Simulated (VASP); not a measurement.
# AlRu (Pm-3m) in VASP: settings compared

The runs below take AlRu through band structure, with LAK, PBEsol, RPBE.

All numbers are computed with VASP 6.6.1; they aren't measurements. Logs are shortened: lines on timing, memory, paths and dates and some standing lists are left out, and cuts for length are marked.

**1. The crystal as given**

Symmetry: Pm-3m, No. 221, cubic system. The conventional cell has a = 2.992 Å, b = 2.992 Å, c = 2.992 Å, α = 90.00°, β = 90.00°, γ = 90.00°. Ru (site symmetry m-3m) has 8 Al at 2.59 Å as nearest neighbours. Around Al (site symmetry m-3m) lie 8 Ru at 2.59 Å.

**2. Band structure, LAK**

The input, INCAR:

```
SYSTEM = AlRu
ALGO = Normal
EDIFF = 1E-7
ENCUT = 520
ISIF = 2
ISMEAR = -1
LASPH = .True.
LCHARG = .False.
LMAXMIX = 4
LMIXTAU = .True.
LREAL = .False.
LWAVE = .False.
METAGGA = LAK
NELM = 60
PREC = Accurate
SIGMA = 0.05
```

The input, KPOINTS:

```
k-points
0
Gamma
  9 9 9
  0 0 0
```

The input, POSCAR:

```
AlRu
1.0
    2.9916000000      0.0000000000      0.0000000000
    0.0000000000      2.9916000000      0.0000000000
    0.0000000000      0.0000000000      2.9916000000
Ru Al
1 1
Direct
    0.5000000000      0.5000000000      0.5000000000
    0.0000000000      0.0000000000      0.0000000000
```

The input, KPOINTS_OPT:

```
path GXMGRX,MR
10
line-mode
reciprocal
 0.0000000000  0.0000000000  0.0000000000  G
 0.0000000000  0.5000000000  0.0000000000  X

 0.0000000000  0.5000000000  0.0000000000  X
 0.5000000000  0.5000000000  0.0000000000  M

 0.5000000000  0.5000000000  0.0000000000  M
 0.0000000000  0.0000000000  0.0000000000  G

 0.0000000000  0.0000000000  0.0000000000  G
 0.5000000000  0.5000000000  0.5000000000  R

 0.5000000000  0.5000000000  0.5000000000  R
 0.0000000000  0.5000000000  0.0000000000  X

 0.5000000000  0.5000000000  0.0000000000  M
 0.5000000000  0.5000000000  0.5000000000  R
```

Potentials or basis: VASP PAW PBE potentials, release 64 (Ru_pv, Al).

Command:

```console
$ cat potpaw_PBE.64/Ru_pv/POTCAR potpaw_PBE.64/Al/POTCAR > POTCAR
$ mpirun -np 1 vasp_std > vasp.out
```

OUTCAR:

```text
SYSTEM = AlRu
   EDIFF = 1E-7
   ENCUT = 520
   ISIF = 2
   ISMEAR = -1
   LASPH = .True.
   LREAL = .False.
   METAGGA = LAK
   NELM = 60
   PREC = Accurate

 ion  position               nearest neighbor table
   1  0.500  0.500  0.500-   2 2.59   2 2.59   2 2.59   2 2.59   2 2.59   2 2.59   2 2.59   2 2.59

   2  0.000  0.000  0.000-   1 2.59   1 2.59   1 2.59   1 2.59   1 2.59   1 2.59   1 2.59   1 2.59

  LATTYP: Found a simple cubic cell.
 ALAT       =     2.9916000000

  Lattice vectors:

 A1 = (   2.9916000000,   0.0000000000,   0.0000000000)
 A2 = (   0.0000000000,   2.9916000000,   0.0000000000)
 A3 = (   0.0000000000,   0.0000000000,   2.9916000000)

Analysis of symmetry for initial positions (statically):
=====================================================================
 Subroutine PRICEL returns:
 Original cell was already a primitive cell.

 Routine SETGRP: Setting up the symmetry group for a
 simple cubic supercell.

 Subroutine GETGRP returns: Found 48 space group operations
 (whereof 48 operations were pure point group operations)
 out of a pool of 48 trial point group operations.

The static configuration has the point symmetry O_h .

Analysis of symmetry for dynamics (positions and initial velocities):
=====================================================================
 Subroutine PRICEL returns:
 Original cell was already a primitive cell.

 Routine SETGRP: Setting up the symmetry group for a
 simple cubic supercell.

 Subroutine GETGRP returns: Found 48 space group operations
 (whereof 48 operations were pure point group operations)
 out of a pool of 48 trial point group operations.

The dynamic configuration has the point symmetry O_h .

 Subroutine INISYM returns: Found 48 space group operations
 (whereof 48 operations are pure point group operations),
 and found     1 'primitive' translations

----------------------------------------------------------------------------------------

                                     Primitive cell

  volume of cell :      26.7738

  direct lattice vectors                    reciprocal lattice vectors
     2.991600000  0.000000000  0.000000000     0.334269287  0.000000000  0.000000000
     0.000000000  2.991600000  0.000000000     0.000000000  0.334269287  0.000000000
     0.000000000  0.000000000  2.991600000     0.000000000  0.000000000  0.334269287

  length of vectors
     2.991600000  2.991600000  2.991600000     0.334269287  0.334269287  0.334269287

  position of ions in fractional coordinates (direct lattice)
     0.500000000  0.500000000  0.500000000
     0.000000000  0.000000000  0.000000000

[... 89 lines left out ...]
   EMIN   =  10.00;   EMAX   =-10.00  energy-range for DOS
   EFERMI =   0.00;   METHOD = LEGACY
   ISMEAR =    -1;   SIGMA  =   0.05  broadening in eV -4-tet -1-fermi 0-gaus
   EFERMI_NEDOS =   21; number of points for ismear=-14 and -15
   IALGO  =     38    algorithm
   IMIX   =      4    mixing-type and parameters
     AMIX     =   0.40;   BMIX     =  1.00
     AMIX_MAG =   1.60;   BMIX_MAG =  1.00
  volume/ion in A,a.u.               =      13.39        90.34
  Fermi-wavevector in a.u.,A,eV,Ry     =   1.407087  2.659009 26.938090  1.979894
  Thomas-Fermi vector in A             =   2.529382
   LORBIT       =      0    0 simple, 1 ext, 2 COOP (PROOUT), +10 PAW based schemes
   METAGGA = LAK    functional components
   LHFCALC =     F    Hartree Fock is set to
   AEXX    =    0.0000 exact exchange contribution
   IVDW    =     0    specifies the selected vdW correction
   LEPSILON=     F    determine dielectric tensor
   LRPA    =     F    only Hartree local field effects (RPA)
 non-spin polarized calculation
  energy-cutoff  :      520.00
  volume of cell :       26.77
 maximum number of plane-waves:       739
 NGX is ok and might be reduce to    24
   NGX = 11   NGY = 11   NGZ = 11

 number of electron      16.9999995 magnetization

 Free energy of the ion-electron system (eV)
  ---------------------------------------------------
  ext. energy  EPLUGINS =         0.00000000
  ---------------------------------------------------
  free energy    TOTEN  =        15.13578336 eV

  energy without entropy =       15.15272712  energy(sigma->0) =       15.14425524

 E-fermi :  10.5964     XC(G=0): -13.8022

 val. band max:       10.5895422399   @ k =   0.4444   0.4444   0.3333
 cond. band min:      10.6501281830   @ k =   0.1111   0.1111   0.0000
 fundamental gap:      0.0605859431
 Fermi energy:        10.5963945930

 k-point     1 :       0.0000    0.0000    0.0000
  band No.  band energies     occupation
      1     -32.7099      2.00000
      2     -32.7099      2.00000
      3     -32.7099      2.00000
      4       0.3145      2.00000
      5       7.0242      2.00000
      6       7.0242      2.00000
      7      10.8335      0.01730
      8      10.8335      0.01729
      9      10.8335      0.01729
     10      17.3104      0.00000
     11      17.3104      0.00000
     12      17.3104      0.00000
[... 331 lines left out ...]
 k-point    24 :       0.4444    0.3333    0.1111
  band No.  band energies     occupation
      1     -32.9142      2.00000
      2     -32.8580      2.00000
      3     -32.7000      2.00000
      4       4.4579      2.00000
      5       6.6717      2.00000
      6       7.9282      2.00000
      7       8.7385      2.00000
      8       9.9346      2.00000
      9      10.3280      1.99071
     10      13.1924      0.00000
     11      17.3512      0.00000
     12      18.4979      0.00000

 [... further k-points ...]

------------------------ aborting loop because EDIFF is reached ----------------------------------------

  FORCE on cell =-STRESS in cart. coord.  units (eV):
  Direction    XX          YY          ZZ          XY          YZ          ZX
  --------------------------------------------------------------------------------------
  -------------------------------------------------------------------------------------
  Total        0.5038851      0.5038851      0.5038851     -0.0000000     -0.0000000      0.0000000
  in kB       30.1530695     30.1530695     30.1530695     -0.0000000     -0.0000000      0.0000000
  external PRESSURE =      30.1530695 kB  Pullay stress =       0.0000000 kB

 VOLUME and BASIS-vectors are now :
 -----------------------------------------------------------------------------
  energy-cutoff  :      520.00
  volume of cell :       26.77
      direct lattice vectors                 reciprocal lattice vectors
     2.991600000  0.000000000  0.000000000     0.334269287  0.000000000  0.000000000
     0.000000000  2.991600000  0.000000000     0.000000000  0.334269287  0.000000000
     0.000000000  0.000000000  2.991600000     0.000000000  0.000000000  0.334269287

 POSITION                                       TOTAL-FORCE (eV/Angst)
 -----------------------------------------------------------------------------------
      1.49580      1.49580      1.49580         0.000000      0.000000      0.000000
      0.00000      0.00000      0.00000         0.000000      0.000000      0.000000
 -----------------------------------------------------------------------------------
    total drift:                                0.000000     -0.000000     -0.000000

  FREE ENERGIE OF THE ION-ELECTRON SYSTEM (eV)
  ---------------------------------------------------
  free  energy   TOTEN  =        15.1357833561 eV

  energy  without entropy=       15.1527271241  energy(sigma->0) =       15.14425524
```

stdout:

```text
POSCAR found type information on POSCAR RuAl
 POSCAR found :  2 types and       2 ions
 scaLAPACK will be used
 -----------------------------------------------------------------------------
|                                                                             |
|                                                                             |
|     You enforced a specific xc type in the INCAR file but a different       |
|     I HOPE YOU KNOW WHAT YOU ARE DOING!                                     |
|                                                                             |
 -----------------------------------------------------------------------------

 LDA part: xc-table for (None), standard interpolation
 POSCAR, INCAR and KPOINTS ok, starting setup
 FFT: planning ... GRIDC
 FFT: planning ... GRID_SOFT
 FFT: planning ... GRID
 WAVECAR not read
 entering main loop
 Start KPOINTS_OPT (optional k-point list driver)
k-point batch [1-35\60]
k-point batch [36-60\60]
```

It took 41 s on 1 thread of Intel Xeon 6975P-C (Granite Rapids), shared host; peak memory 0.15 GiB.

Results:

| Property | Result |
| --- | --- |
| Free energy | 15.1358 eV |
| Pressure | 3.0 GPa |
| Band gap along the path | none (metal or under the smearing width) |

Levels at the corners of the path, in eV from the Fermi level:
```csv
point,band 6,band 7,band 8,band 9,band 10,band 11
Γ,-3.57,0.24,0.24,0.24,6.71,6.71
X,-2.65,-1.64,-1.64,0.50,2.72,7.82
X,-2.65,-1.64,-1.64,0.50,2.72,7.82
M,-1.51,-1.51,-1.20,-1.20,1.91,5.97
M,-1.51,-1.51,-1.20,-1.20,1.91,5.97
Γ,-3.57,0.24,0.24,0.24,6.71,6.71
Γ,-3.57,0.24,0.24,0.24,6.71,6.71
R,-4.95,2.01,2.01,3.45,4.44,4.44
R,-4.95,2.01,2.01,3.45,4.44,4.44
X,-2.65,-1.64,-1.64,0.50,2.72,7.82
M,-1.51,-1.51,-1.20,-1.20,1.91,5.97
R,-4.95,2.01,2.01,3.45,4.44,4.44
```

Caveat: the PAW data sets were made with another functional, which shifts forces and pressure a little.

**3. Band structure, PBEsol, spin-orbit coupling, no magnetisation**

POSCAR is that of step 2.

The input, INCAR.step1:

```
SYSTEM = AlRu
  ALGO = Normal
  EDIFF = 1E-6
  ENCUT = 520
  GGA = PS
  GGA_COMPAT = .False.
  ISIF = 2
  ISMEAR = -1
  LASPH = .True.
  LCHARG = .True.
  LMAXMIX = 4
  LNONCOLLINEAR = .True.
  LORBIT = 11
  LREAL = .False.
  LSORBIT = .True.
  LWAVE = .False.
  MAGMOM = 0 0 0 0 0 0
  NBANDS = 29
  NELM = 60
  PREC = Accurate
  SIGMA = 0.05
```

The input, KPOINTS.step1:

```
k-points
0
Gamma
  7 7 7
  0 0 0
```

The input, INCAR.step2:

```
SYSTEM = AlRu
  ALGO = Normal
  EDIFF = 1E-6
  ENCUT = 520
  GGA = PS
  GGA_COMPAT = .False.
  ICHARG = 11
  ISIF = 2
  ISMEAR = 0
  LASPH = .True.
  LCHARG = .False.
  LMAXMIX = 4
  LNONCOLLINEAR = .True.
  LORBIT = 11
  LREAL = .False.
  LSORBIT = .True.
  LWAVE = .False.
  MAGMOM = 0 0 0 0 0 0
  NBANDS = 29
  NELM = 60
  PREC = Accurate
  SIGMA = 0.05
```

The input, KPOINTS.step2:

```
path GXMGRX,MR
15
line-mode
reciprocal
 0.0000000000  0.0000000000  0.0000000000  G
 0.0000000000  0.5000000000  0.0000000000  X

 0.0000000000  0.5000000000  0.0000000000  X
 0.5000000000  0.5000000000  0.0000000000  M

 0.5000000000  0.5000000000  0.0000000000  M
 0.0000000000  0.0000000000  0.0000000000  G

 0.0000000000  0.0000000000  0.0000000000  G
 0.5000000000  0.5000000000  0.5000000000  R

 0.5000000000  0.5000000000  0.5000000000  R
 0.0000000000  0.5000000000  0.0000000000  X

 0.5000000000  0.5000000000  0.0000000000  M
 0.5000000000  0.5000000000  0.5000000000  R
```

Potentials or basis: VASP PAW PBE potentials, release 64 (Ru_pv, Al).

Command:

```console
$ cat potpaw_PBE.64/Ru_pv/POTCAR potpaw_PBE.64/Al/POTCAR > POTCAR
$ cp INCAR.step1 INCAR
$ cp KPOINTS.step1 KPOINTS
$ mpirun -np 1 vasp_ncl > vasp.out
$ cp INCAR.step2 INCAR
$ cp KPOINTS.step2 KPOINTS
$ mpirun -np 1 vasp_ncl > vasp.out
```

OUTCAR:

```text
SYSTEM = AlRu
   EDIFF = 1E-6
   ENCUT = 520
   GGA = PS
   ICHARG = 11
   ISIF = 2
   ISMEAR = 0
   LASPH = .True.
   LNONCOLLINEAR = .True.
   LORBIT = 11
   LREAL = .False.
   LSORBIT = .True.
   NELM = 60
   PREC = Accurate

 ion  position               nearest neighbor table
   1  0.500  0.500  0.500-   2 2.59   2 2.59   2 2.59   2 2.59   2 2.59   2 2.59   2 2.59   2 2.59

   2  0.000  0.000  0.000-   1 2.59   1 2.59   1 2.59   1 2.59   1 2.59   1 2.59   1 2.59   1 2.59

  LATTYP: Found a simple cubic cell.
 ALAT       =     2.9916000000

  Lattice vectors:

 A1 = (   2.9916000000,   0.0000000000,   0.0000000000)
 A2 = (   0.0000000000,   2.9916000000,   0.0000000000)
[... 1021 lines left out ...]
     0.0000000     0.0000000     0.0000000     0.0000000     0.0000000
 l=   3
     0.0000000     0.0000000     0.0000000     0.0000000     0.0000000     0.0000000     0.0000000
     0.0000000     0.0000000     0.0000000     0.0000000     0.0000000     0.0000000     0.0000000
     0.0000000     0.0000000     0.0000000     0.0000000     0.0000000     0.0000000     0.0000000
     0.0000000     0.0000000     0.0000000     0.0000000     0.0000000     0.0000000     0.0000000
     0.0000000     0.0000000     0.0000000     0.0000000     0.0000000     0.0000000     0.0000000
     0.0000000     0.0000000     0.0000000     0.0000000     0.0000000     0.0000000     0.0000000
     0.0000000     0.0000000     0.0000000     0.0000000     0.0000000     0.0000000     0.0000000

 total charge

# of ion       s       p       d       tot
------------------------------------------
    1        0.304   6.222   6.422  12.948
    2        0.354   0.418   0.000   0.772
--------------------------------------------------
tot          0.658   6.640   6.422  13.719

 magnetization (x)

# of ion       s       p       d       tot
------------------------------------------
    1       -0.000  -0.000   0.000  -0.000
    2       -0.000   0.000   0.000  -0.000
--------------------------------------------------
tot         -0.000   0.000   0.000  -0.000

 magnetization (y)

# of ion       s       p       d       tot
------------------------------------------
    1        0.000   0.000  -0.000   0.000
    2       -0.000  -0.000   0.000  -0.000
--------------------------------------------------
tot         -0.000  -0.000  -0.000  -0.000

 magnetization (z)

# of ion       s       p       d       tot
------------------------------------------
    1        0.000  -0.000  -0.000   0.000
    2        0.000   0.000   0.000   0.000
--------------------------------------------------
tot          0.000  -0.000  -0.000   0.000
```

OSZICAR.step1:

```text
N       E                     dE             d eps       ncg     rms          rms(c)
DAV:   1     0.154272179746E+03    0.15427E+03   -0.93803E+03  1200   0.116E+03
DAV:   2    -0.122834023289E+02   -0.16656E+03   -0.15930E+03  1248   0.355E+02
DAV:   3    -0.164308486297E+02   -0.41474E+01   -0.40943E+01  1353   0.597E+01
DAV:   4    -0.164725009484E+02   -0.41652E-01   -0.41617E-01  1429   0.589E+00
DAV:   5    -0.164734551534E+02   -0.95420E-03   -0.95410E-03  1399   0.830E-01    0.133E+01
DAV:   6    -0.157723066602E+02    0.70115E+00   -0.28624E+00  1295   0.196E+01    0.267E+00
DAV:   7    -0.156866740236E+02    0.85633E-01   -0.28392E-01  1283   0.596E+00    0.215E+00
DAV:   8    -0.156668207822E+02    0.19853E-01   -0.19678E-02  1311   0.105E+00    0.682E-01
DAV:   9    -0.156662758523E+02    0.54493E-03   -0.55705E-04  1432   0.165E-01    0.207E-01
DAV:  10    -0.156662191416E+02    0.56711E-04   -0.34134E-05  1379   0.548E-02    0.103E-01
DAV:  11    -0.156662148368E+02    0.43048E-05   -0.85522E-06  1520   0.338E-02    0.475E-03
DAV:  12    -0.156662141395E+02    0.69731E-06   -0.37637E-07   866   0.760E-03
   1 F= -.15666214E+02 E0= -.15658078E+02  d E =-.162720E-01  mag=     0.0000     0.0000     0.0000
```

Wall time 1.9 min (1 thread of Intel Xeon Platinum 8375C at 2.90GHz (Ice Lake), shared host); peak memory 0.25 GiB.

Caveat: the log is that of the step along the path at fixed density, whose energy, stress, charges and moments have no meaning; the PAW data sets were made with another functional, which shifts forces and pressure a little.

**4. Band structure, RPBE**

POSCAR is that of step 3.

The input, INCAR.step1:

```
SYSTEM = AlRu
PREC = Accurate ; ENCUT = 520
EDIFF = 1E-7 ; ISMEAR = -1
SIGMA = 0.05 ; LREAL = .False.
LASPH = .True. ; NELM = 80
ALGO = Normal ; ISIF = 2
LWAVE = .False. ; LCHARG = .True.
LMAXMIX = 4 ; GGA = RP
NBANDS = 16
```

The input, KPOINTS.step1:

```
Automatic mesh
0
Gamma
  9 9 9
  0 0 0
```

The input, INCAR.step2:

```
SYSTEM = AlRu
PREC = Accurate ; ENCUT = 520
EDIFF = 1E-7 ; ISMEAR = 0
SIGMA = 0.05 ; LREAL = .False.
LASPH = .True. ; NELM = 80
ALGO = Normal ; ISIF = 2
LWAVE = .False. ; LCHARG = .False.
LMAXMIX = 4 ; GGA = RP
NBANDS = 16 ; ICHARG = 11
```

KPOINTS.step2: that of step 3 with these lines changed.

```diff
@@ -1,3 +1,3 @@
 path GXMGRX,MR
-15
+20
 line-mode
```

Command:

```console
$ cat potpaw_PBE.64/Ru_pv/POTCAR potpaw_PBE.64/Al/POTCAR > POTCAR
$ cp INCAR.step1 INCAR
$ cp KPOINTS.step1 KPOINTS
$ mpirun -np 1 vasp_std > vasp.out
$ cp INCAR.step2 INCAR
$ cp KPOINTS.step2 KPOINTS
$ mpirun -np 1 vasp_std > vasp.out
```

Wall time 48 s (1 thread of Intel Xeon Platinum 8375C at 2.90GHz (Ice Lake), shared host); peak memory 0.17 GiB.

Results (log left out):

| Property | Result |
| --- | --- |
| Band gap along the path | none (metal or under the smearing width) |

Levels at the corners of the path, in eV from the Fermi level:
```
point  band 5  band 6  band 7  band 8  band 9  band 10  band 11  band 12
    Γ   -3.49   -3.49    0.24    0.24    0.24     6.20     6.20     6.20
    X   -5.38   -2.68   -1.54   -1.54    0.49     2.37     7.50    11.12
    X   -5.38   -2.68   -1.54   -1.54    0.49     2.37     7.50    11.12
    M   -2.98   -1.28   -1.28   -1.10   -1.10     1.61     5.41     6.34
    M   -2.98   -1.28   -1.28   -1.10   -1.10     1.61     5.41     6.34
    Γ   -3.49   -3.49    0.24    0.24    0.24     6.20     6.20     6.20
    Γ   -3.49   -3.49    0.24    0.24    0.24     6.20     6.20     6.20
    R   -4.56   -4.56    1.70    1.70    2.75     4.22     4.22     4.22
    R   -4.56   -4.56    1.70    1.70    2.75     4.22     4.22     4.22
    X   -5.38   -2.68   -1.54   -1.54    0.49     2.37     7.50    11.12
    M   -2.98   -1.28   -1.28   -1.10   -1.10     1.61     5.41     6.34
    R   -4.56   -4.56    1.70    1.70    2.75     4.22     4.22     4.22
```

Caveat: the log is that of the step along the path at fixed density, whose energy, stress, charges and moments have no meaning; the PAW data sets were made with another functional, which shifts forces and pressure a little.

**5. The reference run**

An earlier run on the cell as given: functional PBEsol; potentials or basis VASP PAW PBE potentials, release 64 (Ru_pv, Al); cutoff 520 eV; k mesh 9 × 9 × 9; occupations fermi-dirac, width 0.05 eV; no spin polarisation.

* Pressure: -3.3 GPa
* Band gap on the k mesh: none (metal or under the smearing width)

**6. Overview**

```tsv
task	level	spin	k mesh	ladder	pressure (GPa)
band structure	LAK	off	9 × 9 × 9	-	3.0
band structure	PBEsol	SOC, no magnetisation	7 × 7 × 7	-	-
band structure	RPBE	off	9 × 9 × 9	-	-
single point	PBEsol	off	9 × 9 × 9	free	-3.3
```

Alike in all rows: potentials or basis VASP PAW PBE potentials, release 64 (Ru_pv, Al); cell as given; cutoff (eV) 520; smearing fermi-dirac 0.05 eV.

Caveats: the PAW data sets were made with another functional, which shifts forces and pressure a little.

Total energies depend on the potentials used, so only differences within one code and one set of settings carry meaning.
